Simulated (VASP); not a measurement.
TePb, 2 atoms in the cell. It takes space group Fm-3m (No. 225, cubic). Conventional cell: a = 6.462 Å, b = 6.462 Å, c = 6.462 Å, α = 90.00°, β = 90.00°, γ = 90.00°. Around Pb (site symmetry m-3m) lie 6 Te at 3.23 Å. Around Te (site symmetry m-3m) lie 6 Pb at 3.23 Å. 

* Program: VASP 6.6.1
* Task: band structure
* Functional: PBE
* Potentials or basis: VASP PAW PBE potentials, release 64 (Pb_d_GW, Te_GW)
* Cutoff: 550 eV
* k mesh: 7 × 7 × 7
* Occupations: fermi-dirac, width 0.05 eV
* Spin: no spin polarisation
* Further INCAR settings: ALGO = Normal; EDIFF = 1e-07

Potentials or basis: VASP PAW PBE potentials, release 64 (Pb_d_GW, Te_GW).

Launch:

```console
$ cat potpaw_PBE.64/Pb_d_GW/POTCAR potpaw_PBE.64/Te_GW/POTCAR > POTCAR
$ cp INCAR.step1 INCAR
$ cp KPOINTS.step1 KPOINTS
$ mpirun -np 1 vasp_std > vasp.out
$ cp INCAR.step2 INCAR
$ cp KPOINTS.step2 KPOINTS
$ mpirun -np 1 vasp_std > vasp.out
```

Hardware: 1 thread of Intel(R) Xeon(R) Platinum 8375C CPU @ 2.90GHz (Ice Lake) (shared host).

Q: Estimate the wall time of this run.

A: Run time: 2.3 min on 1 thread of Intel(R) Xeon(R) Platinum 8375C CPU @ 2.90GHz (Ice Lake), on a shared host, peak memory 0.46 GiB. Counts: scf iterations 8, k points 200.
